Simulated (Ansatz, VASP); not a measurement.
IrO2: VASP beside Ansatz

```
Ir O
1.0
     4.52970    0.00000    0.00000
     0.00000    4.52970    0.00000
     0.00000    0.00000    3.17875
Ir O
2 4
Direct
  0.00000 0.00000 0.00000
  0.50000 0.50000 0.50000
  0.30827 0.30827 0.00000
  0.19173 0.80827 0.50000
  0.69173 0.69173 0.00000
  0.80827 0.19173 0.50000
```

Alike in both runs: functional PBE; k mesh 6 × 6 × 10; occupations gaussian, width 0.05 eV; no spin polarisation.

Ansatz relaxed the structure, and its values are those at the end. VASP's run is a single point on that final structure, the one shown.

```csv
,VASP,Ansatz
version,VASP 6.6.1,Ansatz 0.2.0
potentials or method,"VASP PAW PBE potentials, release 64 (Ir, O)","scalar-relativistic, plane waves, PAW"
plane-wave cutoff (eV),520,420
valence electrons in the cell,42,58
```

```tsv
	VASP	Ansatz	Ansatz less VASP
gap on the k mesh at the Fermi level (eV)	none	none	-
pressure (GPa)	2.3	0.0	-2.26
```

A gap of «none» marks a metal or a gap that the smearing closes. The two sets of potentials don't hold the same shells in valence.

Spin-orbit coupling is left out, which matters for the levels of Ir.
